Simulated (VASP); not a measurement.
# LiF (P6_3mc) in VASP: notebook

Runs on LiF. Level: PBEsol. Tasks: single point.

Everything below comes from runs of VASP 6.6.1. Logs are shortened: lines on timing, memory, paths and dates and some standing lists are left out, and cuts for length are marked.

## (1) The cell of the first run

Symmetry: P6_3mc, No. 186, hexagonal system. The conventional cell has a = 3.061 Å, b = 3.061 Å, c = 4.807 Å, α = 90.00°, β = 90.00°, γ = 120.00°. Around Li (site symmetry 3m) lie 1 F at 1.64 Å. F (site symmetry 3m) is surrounded by 1 Li at 1.64 Å.

Measurements of this composition are mostly on another form, of space group No. 225.

## (2) Single point, PBEsol (all F atoms moved +0.225 Å, as atom 3 along Cartesian [0 0 1])

INCAR reads:

```
PREC     = Accurate       # precision mode
ENCUT    = 520            # plane-wave cutoff, eV
EDIFF    = 1E-6           # SCF threshold, eV
ISMEAR   = 0              # smearing method
SIGMA    = 0.05           # smearing width, eV
LREAL    = F              # projectors in reciprocal space
LASPH    = T              # aspherical terms in the spheres
NELM     = 60             # most SCF steps
ALGO     = Fast           # electronic algorithm
ISIF     = 2              # what is computed and relaxed
LWAVE    = F              # write WAVECAR
LCHARG   = F              # write CHGCAR
GGA      = PS             # functional
NBANDS   = 18             # bands
```

KPOINTS reads:

```
regular mesh
0
Gamma
  9 9 6
```

POSCAR reads:

```
LiF
1.0
    3.0609398175      0.0000000000      0.0000000000
   -1.5304699087      2.6508516414      0.0000000000
    0.0000000000      0.0000000000      4.8073245700
Li F
2 2
Direct
    0.3333333333      0.6666666667      0.3811542600
    0.6666666667      0.3333333333      0.8811542600
    0.3333333333      0.6666666667      1.0406473200
    0.6666666667      0.3333333333      0.5406473200
```

Potentials or basis: VASP PAW PBE potentials, release 64 (Li_sv, F).

On the command line:

```bash
cat potpaw_PBE.64/Li_sv/POTCAR potpaw_PBE.64/F/POTCAR > POTCAR
mpirun -np 1 vasp_std > vasp.out
```

OUTCAR:

```text
PREC = Accurate
   ENCUT = 520
   EDIFF = 1E-6
   ISMEAR = 0
   LREAL = F
   LASPH = T
   NELM = 60
   ISIF = 2
   GGA = PS

 ion  position               nearest neighbor table
   1  0.333  0.667  0.381-   3 1.64   4 1.93   4 1.93   4 1.93
   2  0.667  0.333  0.881-   4 1.64   3 1.93   3 1.93   3 1.93
   3  0.333  0.667  0.041-   1 1.64   2 1.93   2 1.93   2 1.93
   4  0.667  0.333  0.541-   2 1.64   1 1.93   1 1.93   1 1.93

  LATTYP: Found a hexagonal cell.
 ALAT       =     3.0609398175
 C/A-ratio  =     1.5705387419

  Lattice vectors:

 A1 = (   3.0609398175,   0.0000000000,   0.0000000000)
 A2 = (  -1.5304699087,   2.6508516414,   0.0000000000)
 A3 = (   0.0000000000,   0.0000000000,   4.8073245700)

Analysis of symmetry for initial positions (statically):
=====================================================================
 Subroutine PRICEL returns:
 Original cell was already a primitive cell.

 Routine SETGRP: Setting up the symmetry group for a
 hexagonal supercell.

 Subroutine GETGRP returns: Found 12 space group operations
 (whereof  6 operations were pure point group operations)
 out of a pool of 24 trial point group operations.

The static configuration has the point symmetry C_3v.
 The point group associated with its full space group is C_6v.

Analysis of symmetry for dynamics (positions and initial velocities):
=====================================================================
 Subroutine PRICEL returns:
 Original cell was already a primitive cell.

 Routine SETGRP: Setting up the symmetry group for a
 hexagonal supercell.

 Subroutine GETGRP returns: Found 12 space group operations
 (whereof  6 operations were pure point group operations)
 out of a pool of 24 trial point group operations.

The dynamic configuration has the point symmetry C_3v.
 The point group associated with its full space group is C_6v.

 Subroutine INISYM returns: Found 12 space group operations
 (whereof  6 operations are pure point group operations),
 and found     1 'primitive' translations

----------------------------------------------------------------------------------------

                                     Primitive cell

  volume of cell :      39.0071

  direct lattice vectors                    reciprocal lattice vectors
     3.060939817  0.000000000  0.000000000     0.326697047  0.188618628  0.000000000
    -1.530469909  2.650851641  0.000000000     0.000000000  0.377237256  0.000000000
     0.000000000  0.000000000  4.807324570     0.000000000  0.000000000  0.208015911

  length of vectors
     3.060939817  3.060939817  4.807324570     0.377237256  0.377237256  0.208015911

  position of ions in fractional coordinates (direct lattice)
     0.333333333  0.666666667  0.381154260
     0.666666667  0.333333333  0.881154260
     0.333333333  0.666666667  0.040647320
     0.666666667  0.333333333  0.540647320

  ion indices of the primitive-cell ions
   primitive index   ion index
                 1           1
                 2           2
                 3           3
                 4           4

----------------------------------------------------------------------------------------

 KPOINTS: regular mesh

Automatic generation of k-mesh.
 Grid dimensions read from file:
 generate k-points for:    9    9    6

 Generating k-lattice:

  Cartesian coordinates                     Fractional coordinates (reciprocal lattice)
     0.036299672  0.020957625  0.000000000     0.111111111  0.000000000  0.000000000
     0.000000000  0.041915251  0.000000000     0.000000000  0.111111111  0.000000000
     0.000000000  0.000000000  0.034669319     0.000000000  0.000000000  0.166666667

  Length of vectors
     0.041915251  0.041915251  0.034669319

  Shift w.r.t. Gamma in fractional coordinates (k-lattice)
     0.000000000  0.000000000  0.000000000

 Subroutine IBZKPT returns following result:
 ===========================================

 Found     48 irreducible k-points:

 Following reciprocal coordinates:
            Coordinates               Weight
  0.000000  0.000000  0.000000      1.000000
  0.111111 -0.000000  0.000000      6.000000
  0.222222  0.000000  0.000000      6.000000
  0.333333 -0.000000  0.000000      6.000000
  0.444444  0.000000  0.000000      6.000000
  0.111111  0.111111  0.000000      6.000000
[... 16 lines left out ...]
  0.333333  0.222222  0.166667     24.000000
  0.333333  0.333333  0.166667      4.000000
 [... further k-points ...]
   k-points           NKPTS =     48   k-points in BZ     NKDIM =     48   number of bands    NBANDS=     18
   number of dos      NEDOS =    301   number of ions     NIONS =      4
   total plane-waves  NPLWV =  20736
   dimension x,y,z NGX =    24 NGY =   24 NGZ =   36
   dimension x,y,z NGXF=    48 NGYF=   48 NGZF=   72
   ions per type =               2   2
   NGX,Y,Z   is equivalent  to a cutoff of  13.03, 13.03, 12.45 a.u.
   NGXF,Y,Z  is equivalent  to a cutoff of  26.07, 26.07, 24.90 a.u.
 SYSTEM =  unknown system
   PREC   = accura    normal or accurate (medium, high low for compatibility)
   ISTART =      0    job   : 0-new  1-cont  2-samecut
   ICHARG =      2    charge: 1-file 2-atom 10-const
   ISPIN  =      1    spin polarized calculation?
   LNONCOLLINEAR =      F non collinear calculations
   LSORBIT =      F    spin-orbit coupling
   LASPH  =      T    aspherical Exc in radial PAW
   ENCUT  =  520.0 eV  38.22 Ry    6.18 a.u.   5.69  5.69  8.94*2*pi/ulx,y,z
   NELM   =     60;   NELMIN=  2; NELMDL= -5     # of ELM steps
   EDIFF  = 0.1E-05   stopping-criterion for ELM
   LREAL  =      F    real-space projection
   EDIFFG = 0.1E-04   stopping-criterion for IOM
   NSW    =      0    number of steps for IOM
   IBRION =     -1    ionic relax: 0-MD 1-quasi-New 2-CG
   NFREE  =      0    steps in history (QN), initial steepest desc. (CG)
   ISIF   =      2    stress and relaxation
   ISYM   =      2    0-nonsym 1-usesym 2-fastsym
   POTIM  = 0.5000    time-step for ionic-motion
   TEBEG  =    0.0;   TEEND  =   0.0 temperature during run
   PSTRESS=    0.0 pullay stress
   NELECT =      20.0000    total number of electrons
   NUPDOWN=      -1.0000    fix difference up-down
   EMIN   =  10.00;   EMAX   =-10.00  energy-range for DOS
   EFERMI =   0.00;   METHOD = LEGACY
   ISMEAR =     0;   SIGMA  =   0.05  broadening in eV -4-tet -1-fermi 0-gaus
   EFERMI_NEDOS =   21; number of points for ismear=-14 and -15
   IALGO  =     68    algorithm
   IMIX   =      4    mixing-type and parameters
     AMIX     =   0.40;   BMIX     =  1.00
     AMIX_MAG =   1.60;   BMIX_MAG =  1.00
  volume/ion in A,a.u.               =       9.75        65.81
  Fermi-wavevector in a.u.,A,eV,Ry     =   1.310299  2.476105 23.359603  1.716882
  Thomas-Fermi vector in A             =   2.440838
   LORBIT       =      0    0 simple, 1 ext, 2 COOP (PROOUT), +10 PAW based schemes
   GGA     = PS    functional components
   LHFCALC =     F    Hartree Fock is set to
   AEXX    =    0.0000 exact exchange contribution
   IVDW    =     0    specifies the selected vdW correction
   LEPSILON=     F    determine dielectric tensor
   LRPA    =     F    only Hartree local field effects (RPA)
 non-spin polarized calculation
 RMM-DIIS sequential band-by-band and
 Gauss-broadening in eV      SIGMA  =   0.05
  energy-cutoff  :      520.00
  volume of cell :       39.01
 maximum number of plane-waves:      1085
 NGX is ok and might be reduce to    24
   NGX = 11   NGY = 11   NGZ = 17

 number of electron      19.9999979 magnetization

 Free energy of the ion-electron system (eV)
  ---------------------------------------------------
  ext. energy  EPLUGINS =         0.00000000
  ---------------------------------------------------
  free energy    TOTEN  =       -19.32048277 eV

  energy without entropy =      -19.32048277  energy(sigma->0) =      -19.32048277

 E-fermi :  -2.2545     XC(G=0):  -9.0952

 val. band max:       -2.5275448643   @ k =   0.0000   0.0000   0.0000
 cond. band min:       5.1975407882   @ k =   0.0000   0.0000   0.0000
 fundamental gap:      7.7250856525
 Fermi energy:        -2.2545377418

 k-point     1 :       0.0000    0.0000    0.0000
  band No.  band energies     occupation
      1     -42.1596      2.00000
      2     -42.1002      2.00000
      3     -21.8140      2.00000
      4     -21.7015      2.00000
      5      -4.5418      2.00000
      6      -2.8770      2.00000
[... 10 lines left out ...]
     17      17.4826      0.00000
     18      18.4336      0.00000

 k-point     2 :       0.1111   -0.0000    0.0000
  band No.  band energies     occupation
      1     -42.1554      2.00000
      2     -42.0990      2.00000
      3     -21.7939      2.00000
      4     -21.6864      2.00000
      5      -4.5025      2.00000
      6      -3.0334      2.00000
[... 10 lines left out ...]
     17      17.4827      0.00000
     18      18.6324      0.00000

 k-point     3 :       0.2222    0.0000    0.0000
  band No.  band energies     occupation
      1     -42.1444      2.00000
      2     -42.0970      2.00000
      3     -21.7417      2.00000
      4     -21.6509      2.00000
      5      -4.4214      2.00000
      6      -3.4706      2.00000
[... 10 lines left out ...]
     17      17.1354      0.00000
     18      17.7438      0.00000

 k-point     4 :       0.3333   -0.0000    0.0000
  band No.  band energies     occupation
      1     -42.1304      2.00000
      2     -42.0962      2.00000
      3     -21.6775      2.00000
      4     -21.6132      2.00000
      5      -4.4791      2.00000
      6      -3.8133      2.00000
[... 10 lines left out ...]
     17      16.6590      0.00000
     18      18.1437      0.00000

 k-point     5 :       0.4444    0.0000    0.0000
  band No.  band energies     occupation
      1     -42.1194      2.00000
      2     -42.0976      2.00000
      3     -21.6291      2.00000
      4     -21.5942      2.00000
      5      -4.6867      2.00000
      6      -3.9002      2.00000
[... 10 lines left out ...]
     17      16.5977      0.00000
     18      18.3029      0.00000

 k-point     6 :       0.1111    0.1111    0.0000
  band No.  band energies     occupation
      1     -42.1478      2.00000
      2     -42.0975      2.00000
      3     -21.7579      2.00000
      4     -21.6615      2.00000
      5      -4.4357      2.00000
      6      -3.3279      2.00000
[... 307 lines left out ...]
 k-point    21 :       0.4444    0.1111    0.1667
  band No.  band energies     occupation
      1     -42.1147      2.00000
      2     -42.0998      2.00000
      3     -21.6147      2.00000
      4     -21.5925      2.00000
      5      -4.6216      2.00000
      6      -3.9502      2.00000
[... 10 lines left out ...]
     17      16.5517      0.00000
     18      18.6647      0.00000

 k-point    22 :       0.2222    0.2222    0.1667
  band No.  band energies     occupation
      1     -42.1216      2.00000
      2     -42.0986      2.00000
      3     -21.6454      2.00000
      4     -21.6020      2.00000
      5      -4.2164      2.00000
      6      -4.2159      2.00000
[... 10 lines left out ...]
     17      17.7116      0.00000
     18      18.8290      0.00000

 k-point    23 :       0.3333    0.2222    0.1667
  band No.  band energies     occupation
      1     -42.1122      2.00000
      2     -42.1005      2.00000
      3     -21.6075      2.00000
      4     -21.5871      2.00000
      5      -4.4663      2.00000
      6      -4.0250      2.00000
[... 10 lines left out ...]
     17      17.2180      0.00000
     18      18.7159      0.00000

 k-point    24 :       0.3333    0.3333    0.1667
  band No.  band energies     occupation
      1     -42.1050      2.00000
      2     -42.1050      2.00000
      3     -21.5878      2.00000
      4     -21.5878      2.00000
      5      -4.4417      2.00000
      6      -3.9145      2.00000
[... 10 lines left out ...]
     17      16.5200      0.00000
     18      18.5285      0.00000

 [... further k-points ...]

------------------------ aborting loop because EDIFF is reached ----------------------------------------

  FORCE on cell =-STRESS in cart. coord.  units (eV):
  Direction    XX          YY          ZZ          XY          YZ          ZX
  --------------------------------------------------------------------------------------
  -------------------------------------------------------------------------------------
  Total       -0.3715652     -0.3715652      4.2012975     -0.0000000      0.0000000      0.0000000
  in kB      -15.2616682    -15.2616682    172.5640646     -0.0000000      0.0000000      0.0000000
  external PRESSURE =      47.3469094 kB  Pullay stress =       0.0000000 kB

 VOLUME and BASIS-vectors are now :
 -----------------------------------------------------------------------------
  energy-cutoff  :      520.00
  volume of cell :       39.01
      direct lattice vectors                 reciprocal lattice vectors
     3.060939817  0.000000000  0.000000000     0.326697047  0.188618628  0.000000000
    -1.530469909  2.650851641  0.000000000     0.000000000  0.377237256  0.000000000
     0.000000000  0.000000000  4.807324570     0.000000000  0.000000000  0.208015911

 POSITION                                       TOTAL-FORCE (eV/Angst)
 -----------------------------------------------------------------------------------
     -0.00000      1.76723      1.83233         0.000000      0.000000      1.551165
      1.53047      0.88362      4.23599         0.000000      0.000000      1.551165
     -0.00000      1.76723      0.19540        -0.000000      0.000000     -1.551165
      1.53047      0.88362      2.59907         0.000000      0.000000     -1.551165
 -----------------------------------------------------------------------------------
    total drift:                                0.000001      0.000001     -0.003509

  FREE ENERGIE OF THE ION-ELECTRON SYSTEM (eV)
  ---------------------------------------------------
  free  energy   TOTEN  =       -19.3204827728 eV

  energy  without entropy=      -19.3204827728  energy(sigma->0) =      -19.32048277
```

Run time: 28 s. Hardware: 1 thread of AMD EPYC 9R45 (Zen 5), shared host; peak memory 0.13 GiB.

Results:

```
Free energy            : -19.3205 eV
Largest force          : 1.551 eV/Å
Band gap on the k mesh : 7.72 eV, direct
```

Forces on the atoms (eV/Å):
```
Li   0.000  0.000  1.551
Li   0.000  0.000  1.551
F    0.000  0.000 -1.551
F    0.000  0.000 -1.551
```

Caveat: the cutoff is under 1.25 times the usual one of these potentials, so pressure, stress and relaxed cells hold a basis-set (Pulay) error; the PAW data sets were made with another functional, which shifts forces and pressure a little; an odd mesh through Γ misses points on the zone boundary, where band edges often lie.

## (3) Single point, PBEsol (all F atoms moved -0.300 Å, as atom 3 along Cartesian [0 0 1])

INCAR reads:

```
ALGO = Fast
EDIFF = 1E-6
ENCUT = 520
GGA = PS
ISIF = 2
ISMEAR = 0
LASPH = True
LCHARG = False
LREAL = False
LWAVE = False
NBANDS = 18
NELM = 80
PREC = Accurate
SIGMA = 0.05
```

KPOINTS reads:

```
k-points
0
Gamma
  9 9 6
```

Edit POSCAR of step 2 so:

```diff
@@ -10,3 +10,3 @@
     0.6666666667      0.3333333333      0.8811542600
-    0.3333333333      0.6666666667      1.0406473200
-    0.6666666667      0.3333333333      0.5406473200
+    0.3333333333      0.6666666667      0.9314389667
+    0.6666666667      0.3333333333      0.4314389667
```

Potentials or basis: VASP PAW PBE potentials, release 64 (Li_sv, F).

On the command line:

```bash
cat potpaw_PBE.64/Li_sv/POTCAR potpaw_PBE.64/F/POTCAR > POTCAR
mpirun -np 1 vasp_std > vasp.out
```

It took 28 s on 1 thread of AMD EPYC 9R45 (Zen 5), shared host; peak memory 0.13 GiB.

It converged, with:

```yaml
Free_energy: -19.4501 eV
Largest_force: 0.299 eV/Å
Band_gap_on_the_k_mesh: 7.48 eV, direct
```

Forces on the atoms (eV/Å):
```
Li   0.000  0.000 -0.299
Li   0.000  0.000 -0.299
F    0.000  0.000  0.299
F    0.000  0.000  0.299
```

Levels at points of the mesh, in eV from the valence-band top:
```
           k point  band 7  band 8  band 9  band 10  band 11  band 12  band 13  band 14
(0.00, 0.00, 0.00)   -0.82   -0.52   -0.52     0.00     7.48    11.91    15.16    18.26
(0.00, 0.00, 0.50)   -0.67   -0.67   -0.67    -0.67     9.36     9.36    17.27    17.27
```

Caveat: the cutoff is under 1.25 times the usual one of these potentials, so pressure, stress and relaxed cells hold a basis-set (Pulay) error; the PAW data sets were made with another functional, which shifts forces and pressure a little; an odd mesh through Γ misses points on the zone boundary, where band edges often lie.

## (4) Single point, PBEsol (all F atoms moved -0.075 Å, as atom 3 along Cartesian [0 0 1])

INCAR reads:

```
PREC = Accurate
ENCUT = 520
EDIFF = 1E-7
ISMEAR = 0
SIGMA = 0.05
LREAL = F
LASPH = T
NELM = 100
ALGO = Normal
ISIF = 2
LWAVE = F
LCHARG = T
GGA = PS
LELF = T
LVHAR = T
NBANDS = 18
```

KPOINTS reads:

```
Automatic mesh
0
Gamma
  9 9 6
```

Edit POSCAR of step 3 so:

```diff
@@ -10,3 +10,3 @@
     0.6666666667      0.3333333333      0.8811542600
-    0.3333333333      0.6666666667      0.9314389667
-    0.6666666667      0.3333333333      0.4314389667
+    0.3333333333      0.6666666667      0.9782425467
+    0.6666666667      0.3333333333      0.4782425467
```

On the command line:

```bash
cat potpaw_PBE.64/Li_sv/POTCAR potpaw_PBE.64/F/POTCAR > POTCAR
mpirun -np 1 vasp_std > vasp.out
```

Wall time 18 s (1 thread of AMD EPYC 9R45 (Zen 5), shared host); peak memory 0.13 GiB.

The run converged. Its results:

```yaml
Free_energy: -19.5829 eV
Largest_force: 0.196 eV/Å
Band_gap_on_the_k_mesh: 7.66 eV, direct
```

Forces in eV/Å, atoms in the order of the input:
```
Li   0.000  0.000 -0.196
Li   0.000  0.000 -0.196
F    0.000  0.000  0.196
F    0.000  0.000  0.196
```

Levels at points of the mesh, in eV from the valence-band top:
| k point | band 6 | band 7 | band 8 | band 9 | band 10 | band 11 | band 12 | band 13 | band 14 | band 15 |
| --- | --- | --- | --- | --- | --- | --- | --- | --- | --- | --- |
| (0.00, 0.00, 0.00) | -0.59 | -0.59 | -0.27 | -0.27 | 0.00 | 7.66 | 11.97 | 15.27 | 18.48 | 18.48 |
| (0.00, 0.00, 0.50) | -1.26 | -0.43 | -0.43 | -0.43 | -0.43 | 9.42 | 9.42 | 17.49 | 17.49 | 18.75 |

Caveat: the cutoff is under 1.25 times the usual one of these potentials, so pressure, stress and relaxed cells hold a basis-set (Pulay) error; the PAW data sets were made with another functional, which shifts forces and pressure a little; an odd mesh through Γ misses points on the zone boundary, where band edges often lie.

## (5) The runs side by side

| cell | gap on the mesh (eV) | largest force (eV/Å) |
| --- | --- | --- |
| all F atoms moved +0.225 Å, as atom 3 along Cartesian [0 0 1] | 7.72 | 1.55 |
| all F atoms moved -0.300 Å, as atom 3 along Cartesian [0 0 1] | 7.48 | 0.30 |
| all F atoms moved -0.075 Å, as atom 3 along Cartesian [0 0 1] | 7.66 | 0.20 |

Alike in all rows: task single point; level PBEsol; potentials or basis VASP PAW PBE potentials, release 64 (Li_sv, F); no spin polarisation; k mesh 9 × 9 × 6; cutoff (eV) 520; smearing gaussian 0.05 eV.

Caveats: the cutoff is under 1.25 times the usual one of these potentials, so pressure, stress and relaxed cells hold a basis-set (Pulay) error; the PAW data sets were made with another functional, which shifts forces and pressure a little; an odd mesh through Γ misses points on the zone boundary, where band edges often lie.

Total energies depend on the potentials used, so only differences within one code and one set of settings carry meaning.
